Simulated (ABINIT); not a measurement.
Input of an ABINIT 10.8.3 (patched build) run:

File run.abi:

```
# Datasets: one volume each
ndtset 7
getwfk -1
scalecart1 3*0.9795861087
scalecart2 3*0.9864848297
scalecart3 3*0.9932883884
scalecart4 3*1.0000000000
scalecart5 3*1.0066227096
scalecart6 3*1.0131594038
scalecart7 3*1.0196128224

# Pseudopotentials
pp_dirpath "./"
pseudos "Au.GGA_PBE-JTH.xml"

# Structure
acell 3*1.0 Angstrom
rprim
     0.0000000000     2.0350000000     2.0350000000
     2.0350000000     0.0000000000     2.0350000000
     2.0350000000     2.0350000000     0.0000000000
ntypat 1
znucl 79
natom 1
typat 1
xred
     0.0000000000     0.0000000000     0.0000000000

# Plane-wave basis
ecut 31.0
pawecutdg 53.0

# k points
kptopt 1
ngkpt 11 11 11
nshiftk 1
shiftk 0.0 0.0 0.0

# Exchange and correlation
ixc -116133

# Bands and occupations
nband 10
occopt 3
tsmear 0.00183747

# SCF cycle
nstep 100
tolvrs 1.0e-9

# Output
iomode 3
prtwf 1
prtden 0
prteig 0
prtebands 0
enunit 1
```

Potentials or basis: JTH PAW PBE v2.0.

The run is started by

```bash
$ abinit run.abi > log 2>&1
```

(1) Predict the equilibrium volume.

(2) Predict the pressure derivative of the bulk modulus.

(3) What does it give for the bulk modulus?

Results:

(1) 17.06 Å³/atom.

(2) 5.9.

(3) 176 GPa.

Caveat: pressures at fixed basis lie under the slope of the energies; the PAW data sets were made with another functional, which shifts forces and pressure a little.

**Experimental background.**

From “Exploring toroidal anvil profiles for larger sample volumes above 4 Mbar”, 2024, pmc:11102561, for a bulk crystal of Au: bulk modulus 167 GPa.

A measured bulk modulus of Au is 167 GPa (quoted in “Exploring toroidal anvil profiles for larger sample volumes above 4 Mbar”, 2024, pmc:11102561); the calculated 176 GPa misses it by +5.4 %. The fit is for a static lattice scaled at fixed shape and fixed fractional positions.
